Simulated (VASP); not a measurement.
# 2H-MoTe2 monolayer under biaxial strain, part 7 of 7

How do the gap and the band positions of 2H-MoTe2 monolayer follow biaxial strain?

VASP 6.6.1, plane waves and PAW; the level of theory is named at each step.

So far. Step 17 (Strained, atoms relaxed, biaxial strain 0.02): The run ended after 3 ionic steps, 0.009 eV below its first step, once the forces on the free atoms met EDIFFG = -0.015.

## (19) Strained, atoms relaxed, biaxial strain 0.03

This step: PBE with D3(BJ), no spin polarisation; plane waves and PAW (Mo, Te) (VASP 6.6.1).

Input file INCAR:

```
SYSTEM = Te2Mo
PREC = Normal
ENCUT = 350
EDIFF = 1E-06
NELM = 120
ISMEAR = 0
SIGMA = 0.03
LREAL = .FALSE.
ALGO = Fast
GGA = PE
IVDW = 12
NBANDS = 15
LASPH = .TRUE.
LORBIT = 11
LWAVE = .FALSE.
LCHARG = .FALSE.
KPAR = 4
IBRION = 2
NSW = 30
ISIF = 2
EDIFFG = -0.015
POTIM = 0.4
MAXMIX = 40
IDIPOL = 3
LDIPOL = .TRUE.
DIPOL = 0.5 0.5 0.5
```

Input file POSCAR:

```
Te2Mo
1.0
    3.6022537384      0.0000000000      0.0000000000
   -1.8011268692      3.1196432483      0.0000000000
    0.0000000000      0.0000000000     22.0000000000
Mo Te
1 2
Direct
    0.3333333333      0.6666666667      0.5000000000
    0.6666666667      0.3333333333      0.4174975803
    0.6666666667      0.3333333333      0.5825024197
```

Input file KPOINTS:

```
Automatic mesh
0
Gamma
12 12 1
0 0 0
```

PAW data sets: Mo and Te (PBE family, release 64).

Command:

```console
$ mpirun -np 4 vasp_std
```

The log of the run:

```text
[... set-up lines as in an earlier step ...]
 entering main loop
       N       E                     dE             d eps       ncg     rms          rms(c)
DAV:   1     0.904406152626E+02    0.90441E+02   -0.46942E+03   578   0.628E+02
DAV:   2    -0.100329384765E+02   -0.10047E+03   -0.93807E+02   892   0.130E+02
DAV:   3    -0.185484348150E+02   -0.85155E+01   -0.84201E+01   759   0.460E+01
DAV:   4    -0.187601997306E+02   -0.21176E+00   -0.21150E+00   769   0.902E+00
[...]
RMM:  19    -0.180063102581E+02   -0.14485E-05   -0.11260E-06   396   0.546E-03    0.761E-04
RMM:  20    -0.180063147705E+02   -0.45124E-05   -0.33672E-07   388   0.304E-03    0.714E-04
RMM:  21    -0.180063151039E+02   -0.33341E-06   -0.84726E-08   276   0.164E-03
   1 F= -.19144500E+02 E0= -.19144500E+02  d E =-.191445E+02
[...]
N       E                     dE             d eps       ncg     rms          rms(c)
DAV:   1    -0.180152492558E+02   -0.89345E-02   -0.33728E-01   675   0.303E+00    0.380E-01
[...]
RMM:  10    -0.180160571873E+02    0.14771E-05   -0.69464E-07   370   0.536E-03    0.251E-02
RMM:  11    -0.180160579881E+02   -0.80085E-06   -0.42060E-07   359   0.373E-03
   2 F= -.19159317E+02 E0= -.19159317E+02  d E =-.148178E-01
 trial-energy change:   -0.014818  1 .order   -0.014746   -0.019572   -0.009921
 step:   1.9463(harm=  2.0280)  dis= 0.03782  next Energy=   -19.164072 (dE=-0.196E-01)
[...]
N       E                     dE             d eps       ncg     rms          rms(c)
DAV:   1    -0.180155688710E+02    0.48832E-03   -0.30380E-01   591   0.288E+00    0.367E-01
RMM:   2    -0.180159532412E+02   -0.38437E-03   -0.10173E-02   570   0.638E-01    0.921E-02
RMM:   3    -0.180160914975E+02   -0.13826E-03   -0.12755E-03   570   0.247E-01    0.300E-02
RMM:   4    -0.180161376596E+02   -0.46162E-04   -0.38910E-04   612   0.127E-01    0.361E-02
RMM:   5    -0.180161319478E+02    0.57118E-05   -0.60941E-05   591   0.588E-02    0.190E-02
RMM:   6    -0.180161345169E+02   -0.25690E-05   -0.14056E-05   595   0.263E-02    0.230E-02
RMM:   7    -0.180161343987E+02    0.11816E-06   -0.23245E-06   437   0.102E-02
   3 F= -.19164196E+02 E0= -.19164196E+02  d E =-.196966E-01
[...]
reached required accuracy - stopping structural energy minimisation
```

It took 10 s on 4 MPI ranks of Intel Xeon 6975P-C (Granite Rapids), shared host; peak memory 0.78 GiB.

From OUTCAR (step 19):

```text
 Edisp (eV)   -1.14326

 Edisp (eV)   -1.14806

  Total      -2.07308    -2.07308    -0.08429     0.00000    -0.00000    -0.00000
  in kB     -13.43458   -13.43458    -0.54621     0.00000    -0.00000    -0.00000
  external pressure =       -9.14 kB  Pullay stress =        0.00 kB

 POSITION                                       TOTAL-FORCE (eV/Angst)
 -----------------------------------------------------------------------------------
     -0.00000      2.07976     11.00000         0.000000     -0.000000      0.000000
      1.80113      1.03988      9.22277         0.000000     -0.000000      0.005472
      1.80113      1.03988     12.77723        -0.000000      0.000000     -0.005472
 -----------------------------------------------------------------------------------
    total drift:                                0.000002     -0.000001      0.000000

  FREE ENERGIE OF THE ION-ELECTRON SYSTEM (eV)
  ---------------------------------------------------
  free  energy   TOTEN  =       -19.1641961638 eV

  energy  without entropy=      -19.1641961638  energy(sigma->0) =      -19.16419616

[... 2 parts as in an earlier step ...]

[... 2 further parts left out ...]
[key lines of the parts left out:]
E-fermi :  -1.2582
```

The run ended after 3 ionic steps, 0.020 eV below its first step, once the forces on the free atoms met EDIFFG = -0.015.

## (20) Strained, levels with spin-orbit coupling, biaxial strain 0.03

This step: PBE with D3(BJ), spin-orbit coupling, no spin polarisation; plane waves and PAW (Mo, Te) (VASP 6.6.1).

Input file INCAR:

```
SYSTEM = Te2Mo
PREC = Normal
ENCUT = 350
EDIFF = 1E-06
NELM = 120
ISMEAR = 0
SIGMA = 0.03
LREAL = .FALSE.
ALGO = Fast
GGA = PE
IVDW = 12
LNONCOLLINEAR = .TRUE.
MAGMOM = 0 0 0 0 0 0 0 0 0
NBANDS = 30
GGA_COMPAT = .FALSE.
LASPH = .TRUE.
LSORBIT = .TRUE.
LMAXMIX = 4
LWAVE = .FALSE.
LCHARG = .FALSE.
KPAR = 4
IDIPOL = 3
LDIPOL = .TRUE.
DIPOL = 0.5 0.5 0.5
LVHAR = .TRUE.
LVACPOTAV = .TRUE.
```

Input file POSCAR:

```
Te2Mo
1.0
    3.6022537384      0.0000000000      0.0000000000
   -1.8011268692      3.1196432483      0.0000000000
    0.0000000000      0.0000000000     22.0000000000
Mo Te
1 2
Direct
    0.3333333333      0.6666666667      0.5000000000
    0.6666666667      0.3333333333      0.4192168655
    0.6666666667      0.3333333333      0.5807831345
```

KPOINTS is that of step 19.

Input file KPOINTS_OPT:

```
Line mode
14
Line-mode
Reciprocal
  0.00000000   0.00000000   0.00000000 GAMMA
  0.50000000   0.00000000   0.00000000 M

  0.50000000   0.00000000   0.00000000 M
  0.33333333   0.33333333   0.00000000 K

  0.33333333   0.33333333   0.00000000 K
  0.00000000   0.00000000   0.00000000 GAMMA
```

Command:

```console
$ mpirun -np 4 vasp_ncl
```

The log of the run:

```text
[... set-up lines as in an earlier step ...]
 entering main loop
       N       E                     dE             d eps       ncg     rms          rms(c)
DAV:   1     0.983465239663E+02    0.98347E+02   -0.45367E+03  1860   0.629E+02
DAV:   2    -0.701050405577E+01   -0.10536E+03   -0.99387E+02  2788   0.140E+02
DAV:   3    -0.185752060033E+02   -0.11565E+02   -0.11379E+02  2560   0.519E+01
DAV:   4    -0.189418398096E+02   -0.36663E+00   -0.36491E+00  2498   0.112E+01
[...]
RMM:  21    -0.182323249005E+02   -0.16924E-05   -0.11384E-07  1332   0.161E-03    0.511E-04
RMM:  22    -0.182323262608E+02   -0.13603E-05   -0.94595E-08  1379   0.139E-03    0.184E-04
RMM:  23    -0.182323265230E+02   -0.26223E-06   -0.32298E-08   914   0.100E-03
 [... a notice as in an earlier step ...]

   1 F= -.19380388E+02 E0= -.19380388E+02  d E =-.207118E-11  mag=    -0.0000     0.0000     0.0000
 Start KPOINTS_OPT (optional k-point list driver)
k-point batch [1-31\42]
       N       E                     dE             ncg
DAV:   1     0.411999625676E+03   -0.11237E+05     1868
DAV:   2    -0.279065301976E+04   -0.32027E+04     2768
DAV:   3    -0.315334295400E+04   -0.36269E+03     2514
DAV:   4    -0.316571321069E+04   -0.12370E+02     2454
DAV:   5    -0.316593718044E+04   -0.22397E+00     2426
DAV:   6    -0.316594485259E+04   -0.76722E-02     2530
DAV:   7    -0.316594512337E+04   -0.27078E-03     2488
DAV:   8    -0.316594513444E+04   -0.11067E-04     2146
DAV:   9    -0.316594513495E+04   -0.51405E-06     1522
k-point batch [32-42\42]
       N       E                     dE             ncg
DAV:   1     0.102157107956E+05   -0.19006E+04      668
DAV:   2     0.919662140128E+04   -0.10191E+04      958
DAV:   3     0.905700601997E+04   -0.13962E+03      904
DAV:   4     0.905210006583E+04   -0.49060E+01      902
DAV:   5     0.905200151589E+04   -0.98550E-01      906
DAV:   6     0.905199833750E+04   -0.31784E-02      892
DAV:   7     0.905199823998E+04   -0.97524E-04      938
DAV:   8     0.905199823644E+04   -0.35405E-05      760
DAV:   9     0.905199823627E+04   -0.16356E-06      536
```

Wall time 52 s (4 MPI ranks); peak memory 2.2 GiB; 3.4 min of CPU time.

From OUTCAR (step 20):

```text
 Edisp (eV)   -1.14806

  Total      -2.00931    -2.00931    -0.03414     0.00000     0.00000     0.00000
  in kB     -13.02135   -13.02135    -0.22122     0.00000     0.00000     0.00000
  external pressure =       -8.75 kB  Pullay stress =        0.00 kB

 POSITION                                       TOTAL-FORCE (eV/Angst)
 -----------------------------------------------------------------------------------
     -0.00000      2.07976     11.00000        -0.000000      0.000000      0.000000
      1.80113      1.03988      9.22277        -0.000000      0.000000     -0.007694
      1.80113      1.03988     12.77723         0.000000      0.000000      0.007694
 -----------------------------------------------------------------------------------
    total drift:                                0.000002     -0.000001     -0.000000

  FREE ENERGIE OF THE ION-ELECTRON SYSTEM (eV)
  ---------------------------------------------------
  free  energy   TOTEN  =       -19.3803882881 eV

  energy  without entropy=      -19.3803882881  energy(sigma->0) =      -19.38038829

[... 2 parts as in an earlier step ...]

[... 1 further part left out ...]
[key lines of the parts left out:]
E-fermi :  -1.1663
```

## (21) Strained, atoms relaxed, biaxial strain 0.04

This step: PBE with D3(BJ), no spin polarisation; plane waves and PAW (Mo, Te) (VASP 6.6.1).

Input file INCAR:

```
SYSTEM = Te2Mo
PREC = Normal
ENCUT = 350
EDIFF = 1E-06
NELM = 120
ISMEAR = 0
SIGMA = 0.03
LREAL = .FALSE.
ALGO = Fast
GGA = PE
IVDW = 12
NBANDS = 15
LASPH = .TRUE.
LORBIT = 11
LWAVE = .FALSE.
LCHARG = .FALSE.
KPAR = 4
IBRION = 2
NSW = 30
ISIF = 2
EDIFFG = -0.015
POTIM = 0.4
MAXMIX = 40
IDIPOL = 3
LDIPOL = .TRUE.
DIPOL = 0.5 0.5 0.5
```

Input file POSCAR:

```
Te2Mo
1.0
    3.6372270757      0.0000000000      0.0000000000
   -1.8186135378      3.1499310468      0.0000000000
    0.0000000000      0.0000000000     22.0000000000
Mo Te
1 2
Direct
    0.3333333333      0.6666666667      0.5000000000
    0.6666666667      0.3333333333      0.4174975803
    0.6666666667      0.3333333333      0.5825024197
```

KPOINTS is that of step 20.

Command:

```console
$ mpirun -np 4 vasp_std
```

The log of the run:

```text
[... set-up lines as in an earlier step ...]
 entering main loop
       N       E                     dE             d eps       ncg     rms          rms(c)
DAV:   1     0.938226609670E+02    0.93823E+02   -0.46189E+03   578   0.627E+02
DAV:   2    -0.927892698117E+01   -0.10310E+03   -0.97816E+02   902   0.133E+02
DAV:   3    -0.185199962425E+02   -0.92411E+01   -0.91262E+01   773   0.475E+01
DAV:   4    -0.187487732595E+02   -0.22878E+00   -0.22840E+00   788   0.945E+00
[...]
RMM:  20    -0.179696616302E+02   -0.25689E-05   -0.79690E-07   396   0.382E-03    0.773E-04
RMM:  21    -0.179696632636E+02   -0.16333E-05   -0.18780E-07   355   0.216E-03    0.150E-04
RMM:  22    -0.179696633811E+02   -0.11751E-06   -0.33264E-08   218   0.105E-03
   1 F= -.19085791E+02 E0= -.19085791E+02  d E =-.190858E+02
[...]
N       E                     dE             d eps       ncg     rms          rms(c)
DAV:   1    -0.179867101742E+02   -0.17047E-01   -0.55872E-01   647   0.389E+00    0.477E-01
[...]
2 F= -.19110560E+02 E0= -.19110560E+02  d E =-.247688E-01
 trial-energy change:   -0.024769  1 .order   -0.024636   -0.032412   -0.016860
 step:   1.9842(harm=  2.0841)  dis= 0.04962  next Energy=   -19.118983 (dE=-0.332E-01)
[...]
N       E                     dE             d eps       ncg     rms          rms(c)
DAV:   1    -0.179893978828E+02   -0.13432E-02   -0.54476E-01   598   0.384E+00    0.480E-01
RMM:   2    -0.179901295916E+02   -0.73171E-03   -0.19001E-02   570   0.862E-01    0.435E-02
RMM:   3    -0.179903845004E+02   -0.25491E-03   -0.22720E-03   571   0.332E-01    0.361E-02
RMM:   4    -0.179904471987E+02   -0.62698E-04   -0.63955E-04   620   0.165E-01    0.390E-02
RMM:   5    -0.179904426661E+02    0.45326E-05   -0.91754E-05   596   0.700E-02    0.274E-02
RMM:   6    -0.179904441212E+02   -0.14551E-05   -0.18893E-05   613   0.306E-02    0.255E-02
RMM:   7    -0.179904429048E+02    0.12164E-05   -0.12172E-05   544   0.193E-02    0.522E-03
RMM:   8    -0.179904442035E+02   -0.12987E-05   -0.18143E-06   405   0.964E-03    0.752E-03
RMM:   9    -0.179904443504E+02   -0.14681E-06   -0.37588E-07   376   0.434E-03
   3 F= -.19119227E+02 E0= -.19119227E+02  d E =-.334359E-01
[...]
reached required accuracy - stopping structural energy minimisation
```

The job ended after 14 s (4 MPI ranks; peak memory 0.86 GiB).

From OUTCAR (step 21):

```text
 Edisp (eV)   -1.12251

 Edisp (eV)   -1.12878

  Total      -2.70702    -2.70702    -0.09304    -0.00000     0.00000     0.00000
  in kB     -17.20713   -17.20713    -0.59143    -0.00000     0.00000     0.00000
  external pressure =      -11.67 kB  Pullay stress =        0.00 kB

 POSITION                                       TOTAL-FORCE (eV/Angst)
 -----------------------------------------------------------------------------------
     -0.00000      2.09995     11.00000        -0.000000      0.000000     -0.000000
      1.81861      1.04998      9.23457        -0.000000      0.000000      0.009331
      1.81861      1.04998     12.76543         0.000000     -0.000000     -0.009331
 -----------------------------------------------------------------------------------
    total drift:                                0.000001     -0.000001      0.000000

  FREE ENERGIE OF THE ION-ELECTRON SYSTEM (eV)
  ---------------------------------------------------
  free  energy   TOTEN  =       -19.1192268461 eV

  energy  without entropy=      -19.1192268461  energy(sigma->0) =      -19.11922685

[... 2 parts as in an earlier step ...]

[... 2 further parts left out ...]
[key lines of the parts left out:]
E-fermi :  -1.4107
```

The run ended after 3 ionic steps, 0.033 eV below its first step, once the forces on the free atoms met EDIFFG = -0.015.

## (22) Strained, levels with spin-orbit coupling, biaxial strain 0.04

This step: PBE with D3(BJ), spin-orbit coupling, no spin polarisation; plane waves and PAW (Mo, Te) (VASP 6.6.1).

Input file INCAR:

```
SYSTEM = Te2Mo
PREC = Normal
ENCUT = 350
EDIFF = 1E-06
NELM = 120
ISMEAR = 0
SIGMA = 0.03
LREAL = .FALSE.
ALGO = Fast
GGA = PE
IVDW = 12
LNONCOLLINEAR = .TRUE.
MAGMOM = 0 0 0 0 0 0 0 0 0
NBANDS = 30
GGA_COMPAT = .FALSE.
LASPH = .TRUE.
LSORBIT = .TRUE.
LMAXMIX = 4
LWAVE = .FALSE.
LCHARG = .FALSE.
KPAR = 4
IDIPOL = 3
LDIPOL = .TRUE.
DIPOL = 0.5 0.5 0.5
LVHAR = .TRUE.
LVACPOTAV = .TRUE.
```

Input file POSCAR:

```
Te2Mo
1.0
    3.6372270757      0.0000000000      0.0000000000
   -1.8186135378      3.1499310468      0.0000000000
    0.0000000000      0.0000000000     22.0000000000
Mo Te
1 2
Direct
    0.3333333333      0.6666666667      0.5000000000
    0.6666666667      0.3333333333      0.4197532365
    0.6666666667      0.3333333333      0.5802467635
```

KPOINTS is that of step 21.

KPOINTS_OPT is that of step 20.

Command:

```console
$ mpirun -np 4 vasp_ncl
```

The log of the run:

```text
[... set-up lines as in an earlier step ...]
 entering main loop
       N       E                     dE             d eps       ncg     rms          rms(c)
DAV:   1     0.977642834536E+02    0.97764E+02   -0.44994E+03  1860   0.626E+02
DAV:   2    -0.709835334594E+01   -0.10486E+03   -0.99559E+02  2820   0.139E+02
DAV:   3    -0.185727837931E+02   -0.11474E+02   -0.11295E+02  2538   0.513E+01
DAV:   4    -0.189270985595E+02   -0.35431E+00   -0.35290E+00  2460   0.110E+01
[...]
RMM:  21    -0.182074931915E+02   -0.17323E-05   -0.11618E-07  1320   0.159E-03    0.416E-04
RMM:  22    -0.182074945055E+02   -0.13140E-05   -0.81079E-08  1271   0.129E-03    0.199E-04
RMM:  23    -0.182074947674E+02   -0.26191E-06   -0.34234E-08   931   0.105E-03
 [... a notice as in an earlier step ...]

   1 F= -.19336277E+02 E0= -.19336277E+02  d E =-.123647E-12  mag=     0.0000    -0.0000     0.0000
 Start KPOINTS_OPT (optional k-point list driver)
k-point batch [1-31\42]
       N       E                     dE             ncg
DAV:   1     0.350051599033E+03   -0.11266E+05     1860
DAV:   2    -0.282881625311E+04   -0.31789E+04     2824
DAV:   3    -0.318596528430E+04   -0.35715E+03     2490
DAV:   4    -0.319802621959E+04   -0.12061E+02     2490
DAV:   5    -0.319824210102E+04   -0.21588E+00     2452
DAV:   6    -0.319824911538E+04   -0.70144E-02     2518
DAV:   7    -0.319824934496E+04   -0.22957E-03     2498
DAV:   8    -0.319824935634E+04   -0.11385E-04     2104
DAV:   9    -0.319824935692E+04   -0.57888E-06     1518
k-point batch [32-42\42]
       N       E                     dE             ncg
DAV:   1     0.101159999975E+05   -0.19206E+04      660
DAV:   2     0.907562173046E+04   -0.10404E+04      950
DAV:   3     0.892901975469E+04   -0.14660E+03      880
DAV:   4     0.892360899985E+04   -0.54108E+01      932
DAV:   5     0.892350646182E+04   -0.10254E+00      848
DAV:   6     0.892350301222E+04   -0.34496E-02      940
DAV:   7     0.892350291036E+04   -0.10185E-03      896
DAV:   8     0.892350290626E+04   -0.41080E-05      800
DAV:   9     0.892350290606E+04   -0.19213E-06      544
```

Elapsed: 69 s, on 4 MPI ranks; peak memory 2.2 GiB.

OUTCAR, selected parts (step 22):

```text
 Edisp (eV)   -1.12878

  Total      -2.64587    -2.64587    -0.04510    -0.00000     0.00000    -0.00000
  in kB     -16.81839   -16.81839    -0.28669    -0.00000     0.00000    -0.00000
  external pressure =      -11.31 kB  Pullay stress =        0.00 kB

 POSITION                                       TOTAL-FORCE (eV/Angst)
 -----------------------------------------------------------------------------------
     -0.00000      2.09995     11.00000         0.000000     -0.000000      0.000000
      1.81861      1.04998      9.23457        -0.000000      0.000000     -0.003966
      1.81861      1.04998     12.76543        -0.000000      0.000000      0.003966
 -----------------------------------------------------------------------------------
    total drift:                                0.000001     -0.000000      0.000000

  FREE ENERGIE OF THE ION-ELECTRON SYSTEM (eV)
  ---------------------------------------------------
  free  energy   TOTEN  =       -19.3362772629 eV

  energy  without entropy=      -19.3362772629  energy(sigma->0) =      -19.33627726

[... 2 parts as in an earlier step ...]

[... 1 further part left out ...]
[key lines of the parts left out:]
E-fermi :  -1.2656
```

On-site spin-orbit energy by atom:

```csv
atom,on-site spin-orbit energy (eV)
Mo1,-0.035
Te2,-0.202
Te3,-0.202
```

## (23) All strains together

This step: monolayer under biaxial strain, PBE + D3(BJ); plane waves and PAW (VASP 6.6.1).

No new run; the numbers come from the runs before.

Numbers from this step:

```
lattice a : 3.497 Å
```

Gaps on mesh and path; the strain energy is without spin-orbit coupling. Strain series, by row:

```csv
biaxial strain (%),strain energy (J/m²),thickness (Å),gap with spin-orbit coupling (eV),least direct gap (eV),highest filled level below the vacuum (eV)
-4,0.1981,3.745,0.8073,1.191,4.451
-3,0.11,3.716,0.9495,1.284,4.581
-2,0.04888,3.687,1.003,1.239,4.625
-1,0.01272,3.659,1.047,1.147,4.663
0,-1.51e-8,3.63,1.058,1.058,4.704
1,0.00929,3.606,0.9758,0.9758,4.745
2,0.03928,3.58,0.8982,0.8982,4.789
3,0.08886,3.554,0.8263,0.8263,4.838
4,0.1569,3.531,0.7615,0.7615,4.887
```

## (24) Outcome

- lattice a: 3.50 Å

What this shows: The gap with spin-orbit coupling runs from 0.81 eV at -4 % to 0.76 eV at +4 %; the largest value among the strains run is 1.06 eV, at +0 %, and the band edges may change valleys between rows. Under tension its steps for each per cent are -82, -78, -72 and -65 meV. A cubic fit of the strain energy gives a curvature of 111 N/m in E = k ε², which is C11 + C12 for this hexagonal sheet. The sheet's thickness goes from 3.75 to 3.53 Å. Gaps are read on mesh and path and are too small at this level. The small cell can't ripple under compression.

[Lines on the potential files, build, host, timing and source positions are cut from VASP's logs without a mark.]

[Logs are printed without paths, hosts, clocks, repeated set-up lines and the standing remarks that a program may print on its own settings, such as how far it seeks lower states.]

[Hosts, paths, dates, database ids (printed as entryN), source tags and the programs' standing remarks are cut or masked in the printed files.]

[Runs that stopped without an error message from VASP are left out.]
